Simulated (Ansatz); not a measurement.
# TiO2 (Imma) in Ansatz: a series of runs

The runs below take TiO2 through relaxation of cell and atoms, single point, with PBEsol, BLYP, PBE.

All numbers are computed with Ansatz 0.2.0; they aren't measurements. Logs are shortened: lines on timing, memory, paths and dates and some standing lists are left out, and cuts for length are marked.

**1. The crystal as given**

The structure is orthorhombic, space group Imma (No. 74). Conventional cell: a = 5.946 Å, b = 6.575 Å, c = 6.575 Å, α = 90.00°, β = 90.00°, γ = 90.00°. Ti (site symmetry 2/m) has 6 O at 1.96 to 2.00 Å as nearest neighbours. Ti (site symmetry mm2) has 6 O at 1.94 to 2.00 Å as nearest neighbours. Around O (site symmetry m) lie 3 Ti at 1.94 to 2.00 Å. O (site symmetry m) has 3 Ti at 1.96 to 2.00 Å as nearest neighbours.

The cell is a database's computed one.

**2. Relaxation of cell and atoms, PBEsol**

input.yaml reads:

```yaml
crystal:
  lattice:
    - [-2.97316, 3.287369, 3.287402]
    - [2.97316, -3.287369, 3.287402]
    - [2.97316, 3.287369, -3.287402]
  atoms:
    - { symbol: Ti, position: [0.0, 0.5, 0.0] }
    - { symbol: Ti, position: [0.0, 0.0, 0.5] }
    - { symbol: Ti, position: [0.495245, 0.245245, 0.25] }
    - { symbol: Ti, position: [0.504755, 0.754755, 0.75] }
    - { symbol: O, position: [0.695081, 0.69523, 0.500149] }
    - { symbol: O, position: [0.695081, 0.194932, 0.999851] }
    - { symbol: O, position: [0.804516, 0.749617, 0.054899] }
    - { symbol: O, position: [0.194718, 0.749617, 0.445101] }
    - { symbol: O, position: [0.805282, 0.250383, 0.554899] }
    - { symbol: O, position: [0.304919, 0.805068, 0.000149] }
    - { symbol: O, position: [0.195484, 0.250383, 0.945101] }
    - { symbol: O, position: [0.304919, 0.30477, 0.499851] }
hamiltonian:
  xc: pbesol
  pseudopotentials: { kind: paw }
kpoints:
  mp_grid: { grid: [6, 6, 6] }
scf:
  occupations: { method: fermi_dirac, width: 0.05 }
output:
  forces: true
  stress: true
  eigenvalues: true
  write_density: true
  write_potential: true
  elf: true
  volumetric_format: npy
relax:
  f_tol: 0.01
  max_steps: 40
  cell: { stress_tol: 0.05 }
```

Potentials or basis: Ansatz PAW.

Launch:

```
$ ansatz run input.yaml --threads 4 --pin off --max-ram 11264MiB --backend cpu --events-out ev --progress --plain --runs-dir out
```

Standard output:

```text
Warning: RAYON_NUM_THREADS=4 ignored (pool sized by the plan → 4); use --threads N
Engine: ansatz 0.2.0, aarch64-unknown-linux-gnu
Pseudopotentials: kind: paw
Pseudopotential: Ti, paw, valence charge 12, recommended cutoff 420 eV (normal), Ti.paw.azcp
Pseudopotential: O, paw, valence charge 6, recommended cutoff 420 eV (normal), O.paw.azcp
Functional definition: PBEsol
  exchange = pbesol_x
  correlation = pbesol_c
Crystal: 12 atoms, lattice volume = 128.523 Å³
Basis set: ecut = 420 eV, 2497 PW (Γ), exchange–correlation on 80×80×80 points (8 copies of the dense FFT grid, shifted against one another)
Bands: 60, of which v1, the nominal top of the filled ones, is band 48 counted from 1 (47 counted from 0)
Symmetry: 8 space group operations
Space group: Imma (ITA 74), of the structure as read, at distance tolerance 5.0e-5 Å
k-points: 46 of 216
Non-local potential: Ti, projectors of the file, l = 0: 3, l = 1: 2, l = 2: 3, l = 3: 1
Non-local potential: O, projectors of the file, l = 0: 2, l = 1: 2, l = 2: 1
PAW form: soft (Blöchl's): semilocal exchange-correlation on the pseudo side does not see the compensation charge
PAW frozen core: Ti, regenerated for the run's functional, and the local potential with it (the file was generated under x = pbe(κ = 0.804, μ = 0.2195149727645171), c = pbe(β = 0.06672455060314922))
PAW frozen core: O, regenerated for the run's functional, and the local potential with it (the file was generated under x = pbe(κ = 0.804, μ = 0.2195149727645171), c = pbe(β = 0.06672455060314922))
PAW one-centre angular grid: Ti, 590 points (default); XC on 64 Gauss nodes
PAW one-centre angular grid: O, 110 points (default); XC on 64 Gauss nodes
Initial density: superposition of atomic densities (neutral atoms: chi_scale 0, normalization atom), corrected by the library's trained network
Initial wavefunctions: pseudopotential atomic-orbital guess
Functional: x = pbesol(κ = 0.804, μ = 0.12345679012345678), c = pbesol(β = 0.046)
SCF iter   1: F=—  HF=-14399.183701 eV  |F-HF|=—  |Δ(HF+E_count)|=         —  Δρ=1.96e-2  dr2=4.25e-1  ethr=1.77e-3  ⟨swp⟩=5.0  Hψ=10460  notcnv=0
preconditioner: auto → Resta (q_TF=auto, 2.599 Å⁻¹)  ε∞=9.2  [insulator: Δε(μ)=1.619 eV  Ē_g=9.141 eV  σ=0.050 eV  W_gap=1.00  n_scr=42 (ndim 8)  ℏωp=26.2 eV  f_vac=0.025  D(μ)=0.00/eV (n_scr^D=0)  ε∞_Penn≈9.2]
SCF iter   2: F=—  HF=-14399.116931 eV  |F-HF|=—  |Δ(HF+E_count)|=   6.68e-2  Δρ=9.86e-3  dr2=1.15e-1  ethr=4.43e-4  ⟨swp⟩=2.2  Hψ=4939  notcnv=0  defer=115
SCF iter   3: F=—  HF=-14399.097035 eV  |F-HF|=—  |Δ(HF+E_count)|=   1.99e-2  Δρ=2.68e-3  dr2=7.56e-3  ethr=1.20e-4  ⟨swp⟩=2.0  Hψ=4183  notcnv=0  defer=115
SCF iter   4: F=—  HF=-14399.095586 eV  |F-HF|=—  |Δ(HF+E_count)|=   1.45e-3  Δρ=6.57e-4  dr2=3.97e-4  ethr=7.88e-6  ⟨swp⟩=2.0  Hψ=5091  notcnv=0  defer=115
SCF iter   5: F=—  HF=-14399.095687 eV  |F-HF|=—  |Δ(HF+E_count)|=   1.01e-4  Δρ=1.25e-4  dr2=2.45e-5  ethr=4.14e-7  ⟨swp⟩=2.7  Hψ=4132  notcnv=0  defer=115
SCF iter   6: F=—  HF=-14399.095712 eV  |F-HF|=—  |Δ(HF+E_count)|=   2.48e-5  Δρ=4.27e-5  dr2=1.99e-6  ethr=2.55e-8  ⟨swp⟩=2.0  Hψ=4710  notcnv=0  defer=115
SCF iter   7: F=—  HF=-14399.095713 eV  |F-HF|=—  |Δ(HF+E_count)|=   1.01e-6  Δρ=2.59e-5  dr2=1.04e-6  ethr=2.07e-9  ⟨swp⟩=2.0  Hψ=4715  notcnv=0  defer=115
SCF iter   8: F=-14399.095713 eV  HF=-14399.095713 eV  |F-HF|=9.98e-9  |Δ(HF+E_count)|=   1.25e-7  Δρ=7.13e-6  dr2=7.09e-8  ethr=1.04e-10  ⟨swp⟩=11.1  Hψ=18039  notcnv=0
SCF 1 converged in 8 iterations: F = -14399.095713 eV  dr2 = 7.09e-8
relax step   1: F+E_penalty+E_count = -14399.09571274 eV  Δ(F+E_penalty+E_count) = +0.000e0 eV  max|allowed force component| = 1.259e-1 eV/Å  Δτ_max = 0.0000 Å  P = -8.084 GPa  Ω = 128.523 Å³  (8 SCF iters, dr2 threshold 1.00e-7 eV, accepted)
Crystal: 12 atoms, lattice volume = 125.179 Å³
Basis set: ecut = 420 eV, 2441 PW (Γ), exchange–correlation on 80×80×80 points (8 copies of the dense FFT grid, shifted against one another)
Initial density: handed on by an earlier stage of this run
Initial wavefunctions: those handed on with the density
iter 1 solved again at ethr=2.28e-5 eV; its pass at ethr=3.10e-3 eV (dr2=2.19e-2 eV) is discarded
SCF iter   1: F=—  HF=-14399.224210 eV  |F-HF|=—  |Δ(HF+E_count)|=         —  Δρ=4.69e-3  dr2=2.31e-2  ethr=2.28e-5  ⟨swp⟩=2.0  Hψ=12976  notcnv=0
preconditioner: auto → Resta (q_TF=auto, 2.610 Å⁻¹)  ε∞=8.9  [insulator: Δε(μ)=1.884 eV  Ē_g=9.446 eV  σ=0.050 eV  W_gap=1.00  n_scr=42 (ndim 8)  ℏωp=26.6 eV  f_vac=0.009  D(μ)=0.00/eV (n_scr^D=0)  ε∞_Penn≈8.9]
SCF iter   2: F=—  HF=-14399.219311 eV  |F-HF|=—  |Δ(HF+E_count)|=   4.90e-3  Δρ=1.45e-3  dr2=2.92e-3  ethr=2.28e-5  ⟨swp⟩=2.0  Hψ=3758  notcnv=0
[... 76 lines left out ...]
SCF converged after 6 iterations
Free energy (F): -14399.214783 eV
Harris-Foulkes:  -14399.214783 eV  (|F-HF|=7.82e-11)
Internal energy: -14399.214783 eV  (E = F + TS)
E sigma→0 (E₀):  -14399.214783 eV
Fermi energy:    10.023771 eV
--- Per-component energies (eV) ---
  E_band       = -778.031449
  E_kinetic    = 2488.658871
  E_local      = -6142.796095  (includes V_loc(G=0)·N_el)
  E_nonlocal   = 400.341264
  E_hartree    = 2332.661557
  E_xc         = -974.197646
  E_vxc        = -1240.121142  (∫ρ·V_xc dr)
  E_paw        = -5297.417726  (= ΣΔE_a)
  E_vpaw       = -949.457630  (= ΣTr[D̂ρ^β])
  E_aug_tail   = 0.020029  (compensation charges beyond the density's cutoff)
  E_ewald      = -7207.324878
  E_core_change = 0.839841  (= ΣΔE_core)
  E_smearing   = -0.000000  (= −TS)
  E_closure    = -0.000000  (closes the sum)
  Σ components = -14399.214783   (vs F -14399.214783, Δ=0.00e0)
--- Forces (eV/Å), atoms counted from 1 ---
  atom   1  Ti     0.00000000     0.00000000     0.00000000
  atom   2  Ti     0.00000000     0.00000000    -0.00000000
  atom   3  Ti    -0.00000000     0.00000000     0.00019297
  atom   4  Ti     0.00000000     0.00000000    -0.00019297
  atom   5  O      0.00001739     0.00000000    -0.00011748
  atom   6  O     -0.00001739     0.00000000    -0.00011748
  atom   7  O     -0.00000000     0.00028629    -0.00013928
  atom   8  O      0.00000000    -0.00028629    -0.00013928
  atom   9  O     -0.00000000     0.00028629     0.00013928
  atom  10  O      0.00001739     0.00000000     0.00011748
  atom  11  O      0.00000000    -0.00028629     0.00013928
  atom  12  O     -0.00001739     0.00000000     0.00011748
  max |Σ_I F_I| component: 1.68e-18 eV/Å
--- Stress (GPa, compression-positive) ---
       -0.005311       0.000000       0.000000
        0.000000      -0.008455      -0.000000
        0.000000      -0.000000      -0.008290
  P = ⅓ Tr σ = -0.0074 GPa (-0.074 kbar)
--- Band table (eV; the first three rows and the last of 46) ---
  k-point 0: bands = ["-47.4429", "-47.4246", "-47.3882", "-47.3882", "-24.1424", "-24.1423", "-23.8878", "-23.8878", "-23.7373", "-23.7372", "-23.7126", "-23.7126", "-23.7120", "-23.7120", "-23.6692", "-23.6327", "-9.0590", "-7.8511", "-7.7226", "-7.7226", "-7.4000", "-7.4000", "-7.0783", "-7.0783", "3.2534", "3.6906", "4.0719", "4.2952", "4.2952", "4.4858", "4.4858", "5.2744", "5.2744", "5.5568", "5.5568", "6.3422", "6.3422", "6.5131", "6.5131", "7.1577", "7.8106", "7.8106", "8.4388", "8.4423", "8.4423", "8.6661", "8.6661", "9.1172", "10.9861", "11.2650", "11.5623", "11.6584", "11.6584", "11.7389", "11.7389", "12.3557", "12.3557", "12.4244", "12.4244", "13.6176"]
  k-point 1: bands = ["-47.4390", "-47.4225", "-47.3915", "-47.3911", "-24.1135", "-24.1111", "-23.8801", "-23.8689", "-23.7565", "-23.7515", "-23.7233", "-23.7098", "-23.7052", "-23.7036", "-23.7006", "-23.6682", "-8.9329", "-7.8048", "-7.7802", "-7.6821", "-7.4759", "-7.3731", "-7.1763", "-7.1247", "3.4363", "3.8422", "4.1588", "4.2331", "4.3149", "4.5437", "4.6616", "5.1783", "5.1890", "5.4778", "5.6703", "6.4633", "6.4979", "6.5285", "6.6876", "6.9589", "7.6143", "7.7166", "7.9576", "8.2679", "8.3687", "8.3795", "8.4513", "9.0260", "11.2116", "11.4861", "11.5523", "11.5535", "11.8133", "11.8488", "11.8719", "12.2783", "12.3483", "12.3845", "12.6066", "13.6676"]
  k-point 2: bands = ["-47.4284", "-47.4165", "-47.4008", "-47.3985", "-24.0327", "-24.0244", "-23.8586", "-23.8290", "-23.7905", "-23.7873", "-23.7765", "-23.7637", "-23.7268", "-23.7136", "-23.7043", "-23.6974", "-8.5994", "-7.8760", "-7.6848", "-7.6530", "-7.5699", "-7.3997", "-7.3961", "-7.2487", "3.7852", "4.3365", "4.3369", "4.3734", "4.4542", "4.5023", "4.8052", "5.0516", "5.2367", "5.4156", "5.9184", "6.1115", "6.6423", "6.7490", "6.7688", "6.9526", "7.0179", "7.1163", "7.5221", "7.9129", "8.0160", "8.0579", "8.3614", "8.7261", "11.4134", "11.4728", "11.5170", "11.9144", "12.0660", "12.2006", "12.2174", "12.2223", "12.2240", "12.4176", "12.8473", "13.3433"]
  k-point 45: bands = ["-47.4337", "-47.4336", "-47.3884", "-47.3883", "-24.1433", "-24.1433", "-23.9015", "-23.9015", "-23.7348", "-23.7348", "-23.7109", "-23.7108", "-23.7035", "-23.7035", "-23.6508", "-23.6508", "-8.3697", "-8.3697", "-7.6272", "-7.6272", "-7.5205", "-7.5204", "-7.2154", "-7.2154", "3.4912", "3.4913", "4.5677", "4.5677", "5.2030", "5.2030", "5.3193", "5.3193", "5.4629", "5.4629", "6.2003", "6.2003", "6.3124", "6.3124", "6.6956", "6.6956", "6.8691", "6.8691", "7.6737", "7.6737", "7.8344", "7.8344", "8.0394", "8.0394", "11.0210", "11.0210", "11.6806", "11.6806", "12.1301", "12.1301", "12.3790", "12.3790", "12.8346", "12.8347", "13.0328", "13.0329"]
--- Relaxed structure (6 steps of the walk, 6 accepted, 2 SCFs on fresh bases) ---
  F+E_penalty+E_count = -14399.21478281 eV   max|allowed force component| = 2.863e-4 eV/Å   (the final SCF, on the basis selected at the relaxed cell)
  cell:  # Å, volume = 123.9090 Å³
    - [-2.9389769803354153, 3.2465602848712267, 3.246558235332493]
    - [2.9389769803354153, -3.2465602848712267, 3.246558235332493]
    - [2.9389769803354153, 3.2465602848712267, -3.246558235332493]
  atoms:
    - { symbol: Ti, position: [5.551115123125783e-17, 0.5, 0.0] }
    - { symbol: Ti, position: [-5.551115123125783e-17, -5.551115123125783e-17, 0.5] }
    - { symbol: Ti, position: [0.49997347598898156, 0.24997347598898156, 0.25] }
    - { symbol: Ti, position: [0.5000265240110184, 0.7500265240110184, 0.75] }
    - { symbol: O, position: [0.6955608318324001, 0.6955518971826373, 0.4999910653502371] }
    - { symbol: O, position: [0.6955608318324003, 0.1955697664821631, 1.0000089346497631] }
    - { symbol: O, position: [0.8044489179254307, 0.750010446700617, 0.05443847122481354] }
    - { symbol: O, position: [0.19557197547580352, 0.7500104467006171, 0.4455615287751864] }
    - { symbol: O, position: [0.8044280245241966, 0.24998955329938297, 0.5544384712248136] }
    - { symbol: O, position: [0.30443916816759986, 0.804430233517837, -8.934649762870617e-6] }
    - { symbol: O, position: [0.19555108207456928, 0.24998955329938283, 0.9455615287751864] }
    - { symbol: O, position: [0.30443916816759986, 0.3044481028173628, 0.5000089346497629] }
```

It took 55 s on 4 threads of Arm Neoverse V1, shared host; peak memory 0.69 GiB.

Results:

```yaml
Free_energy: -14399.2148 eV
Relaxed_volume: 10.33 Å³/atom
Relaxed_cell: a = 5.451 Å, b = 5.451 Å, c = 5.451 Å, α = 114.75°, β = 106.90°, γ = 106.90°
Space_group_after_relaxing_to_0.05_Å: P4_2/mnm (No. 136)
Energy_gained_by_relaxing: 9.9 meV/atom
Ionic_steps: 8
Pressure_after_relaxing: 0.0 GPa
Band_gap_on_the_k_mesh: 1.87 eV
```

Step by step:
```
step  energy change (eV)  largest force (eV/Å)  volume (Å³)
   1              0.0000                0.1276       128.52
   2             -0.1231                0.0371       125.18
   3             -0.1359                0.0442       124.03
   4             -0.1359                0.0422       124.07
   5             -0.1371                0.0023       124.05
   6             -0.1191                0.0022       124.05
   7             -0.1199                0.0003       123.91
   8             -0.1191                0.0003       123.91
```

Final structure:
```
Ti O
1.0
    -2.93898    3.24656    3.24656
     2.93898   -3.24656    3.24656
     2.93898    3.24656   -3.24656
Ti O
4 8
Direct
  0.00000 0.50000 0.00000
  0.00000 0.00000 0.50000
  0.49997 0.24997 0.25000
  0.50003 0.75003 0.75000
  0.69556 0.69555 0.49999
  0.69556 0.19557 0.00001
  0.80445 0.75001 0.05444
  0.19557 0.75001 0.44556
  0.80443 0.24999 0.55444
  0.30444 0.80443 0.99999
  0.19555 0.24999 0.94556
  0.30444 0.30445 0.50001
```

Caveat: the plane-wave basis is chosen anew once the cell has moved, so the energies of steps on either side of that aren't comparable; the pressure holds a Pulay correction of +0.8 GPa for the finite cutoff; the PAW data sets come from PBE, with cores solved anew for the run's functional, which leaves a small shift of forces and pressure. A k mesh can miss the band edges.

[end of part 1 of 2]
